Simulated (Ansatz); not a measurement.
The system is MnSb.

```
CELL_PARAMETERS angstrom
4.15000 0.00000 0.00000
-2.07500 3.59401 0.00000
0.00000 0.00000 5.78000
ATOMIC_POSITIONS crystal
Sb 0.66667 0.33333 0.75000
Sb 0.33333 0.66667 0.25000
Mn 0.00000 0.00000 0.50000
Mn 0.00000 0.00000 0.00000
```

* Program: Ansatz 0.2.0
* Task: relaxation of cell and atoms
* Functional: PBEsol
* Potentials or basis: Ansatz PAW
* Cutoff: 420 eV (not typed: the program's choice for these potentials)
* k mesh: 7 × 7 × 5
* Occupations: fermi-dirac, width 0.05 eV
* Spin: collinear spin, ferromagnetic start
* Starting moments: [0.0, 0.0, 4.0, 4.0] μB

At the start: volume 21.55 Å³/atom.

Q: How do energy, volume and symmetry change on relaxing?

A: It ends after 5 steps and the volume is 18.76 Å³/atom (-13.0 %); space group P6_3/mmc (No. 194, to 0.05 Å); moment 5.67 μB per cell.

Step by step:
| step | energy change (eV) | largest force (eV/Å) | volume (Å³) |
| --- | --- | --- | --- |
| 1 | 0.0000 | 0.0000 | 86.21 |
| 2 | -0.2818 | 0.0000 | 75.66 |
| 3 | -0.2848 | 0.0000 | 74.94 |
| 4 | -0.2849 | 0.0000 | 75.05 |
| 5 | -0.2816 | 0.0000 | 75.05 |

Final structure:
```
Sb Mn
1.0
     3.99539    0.00000    0.00000
    -1.99769    3.46011    0.00000
     0.00000    0.00000    5.42843
Sb Mn
2 2
Direct
  0.66667 0.33333 0.75000
  0.33333 0.66667 0.25000
  0.00000 0.00000 0.50000
  0.00000 0.00000 0.00000
```

Caveat: the plane-wave basis is chosen anew once the cell has moved, so the energies of steps on either side of that aren't comparable; the volume moved by -13 % from the deposited cell, more than functionals usually miss; only a ferromagnetic start was run, and an antiferromagnetic order may lie lower in energy; the PAW data sets come from PBE, with cores solved anew for the run's functional, which leaves a small shift of forces and pressure.
